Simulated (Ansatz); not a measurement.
An input for the plane-wave PAW code Ansatz:

```yaml
crystal:
  lattice:
    - [7.5659353676, 0.0, 0.0]
    - [0.0, 7.5659353676, 0.0]
    - [0.0, 0.0, 7.5659353676]
  atoms:
    - { symbol: Pb, position: [0.0, 0.0, 0.0] }
    - { symbol: Se, position: [0.25, 0.25, 0.25] }
    - { symbol: Pb, position: [0.0, 0.0, 0.5] }
    - { symbol: Se, position: [0.25, 0.25, 0.75] }
    - { symbol: Pb, position: [0.0, 0.5, 0.0] }
    - { symbol: Se, position: [0.25, 0.75, 0.25] }
    - { symbol: Pb, position: [0.0, 0.5, 0.5] }
    - { symbol: Se, position: [0.25, 0.75, 0.75] }
    - { symbol: Pb, position: [0.5, 0.0, 0.0] }
    - { symbol: Se, position: [0.75, 0.25, 0.25] }
    - { symbol: Pb, position: [0.5, 0.0, 0.5] }
    - { symbol: Se, position: [0.75, 0.25, 0.75] }
    - { symbol: Pb, position: [0.5, 0.5, 0.0] }
    - { symbol: Se, position: [0.75, 0.75, 0.25] }
    - { symbol: Pb, position: [0.5, 0.5, 0.5] }
    - { symbol: Se, position: [0.75, 0.75, 0.75] }
basis:
  ecutwfc: 420
  ecutrho_ratio: 4
kpoints:
  mp_grid: { grid: [4, 4, 4] }
hamiltonian:
  xc: pbe
scf:
  occupations: { method: gaussian, width: 0.05 }
output:
  forces: true
  stress: true
  eigenvalues: true
```

Launched as:
```sh
ansatz run input.yaml --threads 2 --pin off --max-ram 2662MiB --backend cpu --events-out ev --progress --plain --runs-dir out
```

This is a trial structure; measured cells of the compound in the Crystallography Open Database are in space group Fm-3m (rock salt).

Task: Predict the main results.

Result: Pressure -0.2 GPa, gap on the mesh zero (metallic) (PBE, scalar-relativistic).

The output:

```
Pseudopotentials: kind: paw
Pseudopotential: Pb, paw, valence charge 14, recommended cutoff 420 eV (normal), Pb.paw.azcp
Pseudopotential: Se, paw, valence charge 16, recommended cutoff 420 eV (normal), Se.paw.azcp
Crystal: 16 atoms, lattice volume = 433.100 Å³
Basis set: ecut = 420 eV, 8385 PW (Γ), exchange–correlation on 108×108×108 points (8 copies of the dense FFT grid, shifted against one another)
Bands: 144, of which v1, the nominal top of the filled ones, is band 120 counted from 1 (119 counted from 0)
Symmetry: 384 space group operations
Space group: Pm-3m (ITA 221), of the structure as read, at distance tolerance 7.6e-5 Å
k-points: 10 of 64
Initial density: superposition of atomic densities (neutral atoms: chi_scale 0, normalization atom), corrected by the library's trained network
Initial wavefunctions: pseudopotential atomic-orbital guess
Functional: x = pbe(κ = 0.804, μ = 0.21951), c = pbe(β = 0.06672)
```

```
SCF iter   1: F=—  HF=-139009.179392 eV  |F-HF|=—  |Δ(HF+E_count)|=         —  Δρ=6.86e-4  dr2=2.40e-3
SCF iter   2: F=—  HF=-139009.171526 eV  |F-HF|=—  |Δ(HF+E_count)|=   7.87e-3  Δρ=3.88e-4  dr2=6.88e-4
SCF iter   3: F=—  HF=-139009.171882 eV  |F-HF|=—  |Δ(HF+E_count)|=   3.56e-4  Δρ=1.57e-4  dr2=1.11e-4
SCF iter   4: F=—  HF=-139009.171901 eV  |F-HF|=—  |Δ(HF+E_count)|=   1.96e-5  Δρ=7.71e-5  dr2=3.42e-5
SCF iter   5: F=—  HF=-139009.172147 eV  |F-HF|=—  |Δ(HF+E_count)|=   2.45e-4  Δρ=3.67e-5  dr2=6.37e-6
SCF iter   6: F=—  HF=-139009.172146 eV  |F-HF|=—  |Δ(HF+E_count)|=   9.27e-7  Δρ=7.59e-6  dr2=1.36e-7
SCF iter   7: F=-139009.172146 eV  HF=-139009.172146 eV  |F-HF|=2.44e-8  |Δ(HF+E_count)|=   3.27e-7  Δρ=3.48e-6  dr2=3.27e-8
```

```
SCF 1 converged in 7 iterations: F = -139009.172146 eV  dr2 = 3.27e-8
SCF converged after 7 iterations
Free energy (F): -139009.172146 eV
E sigma→0 (E₀):  -139009.165516 eV
Entropy (-TS):   -0.013259 eV (-0.829 meV/atom)
Fermi energy:    9.558981 eV
--- Per-component energies (eV) ---
  E_band       = -3211.746529
  E_kinetic    = 3237.848777
  E_local      = -26588.828629  (includes V_loc(G=0)·N_el)
  E_nonlocal   = -1966.868917
  E_hartree    = 12424.554658
  E_xc         = -2601.158809
  E_vxc        = -1845.304177  (∫ρ·V_xc dr)
  E_paw        = -98518.168547  (= ΣΔE_a)
  E_vpaw       = -897.712514  (= ΣTr[D̂ρ^β])
  E_aug_tail   = -0.004419  (compensation charges beyond the density's cutoff)
  E_ewald      = -24996.533001
  E_smearing   = -0.013259  (= −TS)
--- Forces (eV/Å), atoms counted from 1 ---
  atom   1  Pb     0.00000000     0.00000000     0.00000000
  atom   2  Se     0.00000000     0.00000000     0.00000000
  atom   3  Pb     0.00000000     0.00000000     0.00000000
  atom   4  Se     0.00000000     0.00000000     0.00000000
  atom   5  Pb     0.00000000     0.00000000     0.00000000
  atom   6  Se     0.00000000     0.00000000     0.00000000
  atom   7  Pb     0.00000000     0.00000000     0.00000000
  atom   8  Se     0.00000000     0.00000000     0.00000000
  atom   9  Pb     0.00000000     0.00000000     0.00000000
  atom  10  Se     0.00000000     0.00000000     0.00000000
  atom  11  Pb     0.00000000     0.00000000     0.00000000
  atom  12  Se     0.00000000     0.00000000     0.00000000
  atom  13  Pb     0.00000000     0.00000000     0.00000000
  atom  14  Se     0.00000000     0.00000000     0.00000000
  atom  15  Pb     0.00000000     0.00000000     0.00000000
  atom  16  Se     0.00000000     0.00000000     0.00000000
--- Stress (GPa, compression-positive) ---
       -0.153281       0.000000       0.000000
        0.000000      -0.153281       0.000000
        0.000000       0.000000      -0.153281
  P = ⅓ Tr σ = -0.1533 GPa (-1.533 kbar)
```

Run time: 19 s on 2 threads of Arm Neoverse V2, with other jobs on the host, peak memory 1.2 GiB.

For elements this heavy, spin–orbit coupling would shift levels and gaps; it isn't included here. The k-mesh is coarse, so small energy differences aren't converged.
